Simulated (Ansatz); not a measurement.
**Sb in Ansatz: the effect of functional**

Crystal: Sb.

```xyz
1
Lattice="-1.5444 1.5444 2.6566 1.5444 -1.5444 2.6566 1.5444 1.5444 -2.6566" Properties=species:S:1:pos:R:3 pbc="T T T"
Sb    0.0000    0.0000    0.0000
```

This isn't the form of Sb at room conditions, which is rhombohedral.

The cell isn't the ideal one: volume scaled by 0.94.

Alike in all runs:

* Program: Ansatz 0.2.0
* Task: single point
* Potentials or basis: Ansatz PAW
* k mesh: 12 × 12 × 12
* Occupations: fermi-dirac, width 0.05 eV
* Spin: no spin polarisation

Question: One run gave: pressure 6.0 GPa. Which functional did it use?
A. r2SCAN
B. LDA
C. PBEsol

Answer: A.

```tsv
functional	cutoff	pressure (GPa)
LDA	420 eV (not typed: the program's choice for these potentials)	1.8
PBEsol	420 eV (not typed: the program's choice for these potentials)	3.2
r2SCAN	500 eV (not typed: the program's choice for these potentials)	6.0
```

Caveats: the PAW data sets come from PBE, with cores solved anew for the run's functional, which leaves a small shift of forces and pressure.
